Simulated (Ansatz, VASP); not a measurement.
InSb: VASP beside Ansatz

```xyz
6
Lattice="4.6915 0.0000 0.0000 -2.3458 4.0630 0.0000 0.0000 0.0000 23.6189" Properties=species:S:1:pos:R:3 pbc="T T T"
Sb    0.0000    0.0000    7.5000
Sb    0.0000    2.7087   11.3306
Sb    2.3458    1.3543   15.1613
In    0.0000    2.7087    8.4577
In    2.3458    1.3543   12.2883
In    0.0000    0.0000   16.1189
```

Alike in both runs: task single point; functional PBE; k mesh 9 × 9 × 1; occupations gaussian, width 0.1 eV; no spin polarisation.

|  | VASP | Ansatz |
| --- | --- | --- |
| version | VASP 6.6.1 | Ansatz 0.2.0 |
| potentials or method | VASP PAW PBE potentials, release 64 (Sb, In_d) | scalar-relativistic, plane waves, PAW |
| plane-wave cutoff (eV) | 520 | 420 |
| valence electrons in the cell | 54 | 84 |

Ansatz gave:

* gap on the k mesh at the Fermi level (eV): none
* rms of the force components (eV/Å): 0.190
* work function, face that differs most (eV): 3.51

Estimate VASP's values.

gap on the k mesh at the Fermi level (eV): none; rms of the force components (eV/Å): 0.189; work function, face that differs most (eV): 3.51.

A gap of «none» marks a metal or a gap that the smearing closes. The two sets of potentials don't hold the same shells in valence. Ansatz warned: «xc_potential_rough_in_thin_density».

The runs have no spin-orbit coupling, so splittings on Sb are missing.
